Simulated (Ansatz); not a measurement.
The parent structure is ZnTe in the zinc blende structure (space group F-43m, No. 216; a = 6.179 Å). Axes: x, y, z lie along the cube axes.

Calculations: PBE in Ansatz (plane waves to 420 eV, PAW, no SOC), earlier PAW set.

Strains are applied to the cell and any free atomic positions relax; under biaxial strain the out-of-plane vector relaxes too.

One change was made to it. Results:

```json
[
 {"quantity": "energy relative to the base (free energy F)", "base": "0 meV/atom", "after": "+0.8 meV/atom"},
 {"quantity": "band gap", "base": "1.07 eV", "after": "1.09 eV"}
]
```

Which change produced these results?
A) tensor shear ε_yz = +1.95 %
B) biaxial strain +1.35 %, plane normal [111], relaxed out of plane
C) biaxial strain −0.67 %, plane normal [111], relaxed out of plane
D) uniaxial strain ε_yy = −5.35 %

C, biaxial strain −0.67 %, plane normal [111], relaxed out of plane. For comparison, the band gap in the other runs: uniaxial strain ε_yy = −5.35 % gives 1.19 eV; tensor shear ε_yz = +1.95 % gives 0.94 eV; biaxial strain +1.35 %, plane normal [111], relaxed out of plane gives 0.91 eV.

Spin-orbit coupling, missing from the scalar runs, can matter with Te. Gaps are Kohn–Sham eigenvalue differences; semilocal functionals usually give less than the measured gap. Whether these cells are dynamically stable was not tested.

Ansatz is a first-principles code.
